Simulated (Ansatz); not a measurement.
## Calculated core-level photoemission for ZrO2

Cell: a Materials Project structure (computed, not necessarily an observed phase), taken as it stands, repeated to a supercell; a hole's nearest image is 7.2 Å away.

```cif
data_ZrO2
_symmetry_space_group_name_H-M 'Fm-3m'
_symmetry_Int_Tables_number 225
_cell_length_a 5.0901
_cell_length_b 5.0901
_cell_length_c 5.0901
_cell_angle_alpha 90.000
_cell_angle_beta 90.000
_cell_angle_gamma 90.000
loop_
_atom_site_label
_atom_site_type_symbol
_atom_site_symmetry_multiplicity
_atom_site_Wyckoff_symbol
_atom_site_fract_x
_atom_site_fract_y
_atom_site_fract_z
Zr1 Zr 4 a 0.0000 0.0000 0.0000
O9 O 8 c 0.2500 0.2500 0.2500
```

One atom of each set is listed; the run and its k-mesh use a cell of 24 atoms with edges of 7.20, 7.20, 7.20 Å.

The numbers come from a DFT calculation in Ansatz (PBE, plane waves and PAW, scalar-relativistic, 420 eV cutoff, Γ-centred 3×3×3 k-points, fixed occupations).

Each value is a total-energy difference between the cell with one core hole and the ground state (ΔSCF), counted from the top of the valence band. The valence electrons get no spin in the cell with the hole, so they can't polarise against the unpaired core electron; that puts absolute values high, by some tenths of an eV and in some cases by about 1 eV. The periodic images are corrected with the calculated ε∞ = 5.78.

(1) What binding energies does the calculation give for Zr 3d, O 1s?

The program doubts some values: the potential far from the hole hasn't levelled off; the cell is too small to check the potential alignment. Absolute PBE values can be off by an eV or more, and the 3d and 4f lines of heavy atoms by several eV. Multiplets, satellites and widths aren't calculated.

This high-symmetry form of ZrO2 is unstable when cold, to shifts of the oxygen columns, towards the tetragonal form. The symmetry of the cell holds that distortion back, wholly or in part, and it would change the field gradients, the more the larger the distortion.

Results:

(1) 

```csv
line,atom,first shell,E_B (eV),j = l + ½ / j = l − ½ (eV)
Zr 3d,1,8 O at 2.20 Å,179.2,178.2 / 180.6
O 1s,9,4 Zr at 2.20 Å,527.5,–
```

For p, d and f shells E_B is the weighted mean of the two lines, whose splitting comes from the free atom's Dirac orbitals.
